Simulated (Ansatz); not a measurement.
# Al6P6H: the cost of one run

Computed with Ansatz 0.2.0 (DFT LDA, scalar-relativistic, plane waves, PAW, unless a step's input says otherwise).

The COD entry's cell or inner coordinates are ideal or old and differ from later refinements, so a difference from it is no clean test against experiment.

10 further runs of the same task are left out: 10 set aside as unsound or not needed.

## Step 1: The starting structure

Symmetry: F-43m, No. 216, cubic system. The conventional cell has a = 5.434 Å, b = 5.434 Å, c = 5.434 Å, α = 90.00°, β = 90.00°, γ = 90.00°. Al (site symmetry -43m) has 4 P at 2.35 Å as nearest neighbours. P (site symmetry -43m) has 4 Al at 2.35 Å as nearest neighbours.

Structure file:

```
CELL_PARAMETERS angstrom
0.00000 2.71695 2.71695
2.71695 0.00000 2.71695
2.71695 2.71695 0.00000
ATOMIC_POSITIONS crystal
Al 0.00000 0.00000 0.00000
P 0.75000 0.75000 0.75000
```

It is the result of an earlier relaxation at this level (volume 20.06 Å³/atom; gap on the mesh: 1.42 eV).

## Step 2: Plan of the line

Atoms count from 1 in the order of the input.

A guest moved over a lattice plane through the rigid host; the plane is (1 −1 1) of the conventional cell, half-way across the widest gap between atomic layers, origin above P12.

The axes are (1) place of H13 along a1: 9 values from 0.000 to 0.889, periodic; (2) place of H13 along a2: 9 values from 0.000 to 0.889, periodic.

Nothing else is relaxed (host rigid, guest held in the plane). Points are written as (first, second).

The two vectors of the plane (Å): (2.717, -2.717, 0.000); (2.717, 0.000, -2.717).

## Step 3: The run at (0/9, 7/9) of the map's two axes

input.yaml reads:

```yaml
crystal:
  lattice:
    - [-5.4338979872, -2.7169489936, -2.7169489936]
    - [-2.7169489936, -5.4338979872, 2.7169489936]
    - [-5.4338979872, 2.7169489936, 2.7169489936]
  atoms:
    - { symbol: Al, position: [0.6666666667, 0.6666666667, 0.0] }
    - { symbol: Al, position: [0.3333333333, 0.3333333333, 0.0] }
    - { symbol: Al, position: [0.0, 0.0, 0.0] }
    - { symbol: Al, position: [0.8333333333, 0.3333333333, 0.5] }
    - { symbol: Al, position: [0.5, 0.0, 0.5] }
    - { symbol: Al, position: [0.1666666667, 0.6666666667, 0.5] }
    - { symbol: P, position: [0.5416666667, 0.6666666667, 0.375] }
    - { symbol: P, position: [0.2083333333, 0.3333333333, 0.375] }
    - { symbol: P, position: [0.875, 0.0, 0.375] }
    - { symbol: P, position: [0.7083333333, 0.3333333333, 0.875] }
    - { symbol: P, position: [0.375, 0.0, 0.875] }
    - { symbol: P, position: [0.0416666667, 0.6666666667, 0.875] }
    - { symbol: H, position: [-0.0162079391, 0.4074074074, 0.5486125229] }
total_charge: 1
basis:
  ecutwfc: 420
kpoints:
  mp_grid: { grid: [4, 4, 4] }
hamiltonian:
  xc: lda
  pseudopotentials: { kind: paw, azcp: { folder: soft_1 } }
scf:
  occupations: { method: gaussian, width: 0.05 }
output:
  forces: true
  stress: true
  eigenvalues: true
```

Run with:

```bash
$ ansatz run input.yaml --threads 4 --pin off --max-ram 8192MiB --backend cpu --events-out ev --progress --plain --runs-dir out
```

**Question.** How long does this run take on 4 threads of Arm Neoverse N1, shared host, and how much memory does it need?

About 13 s, with a peak of 0.59 GiB.
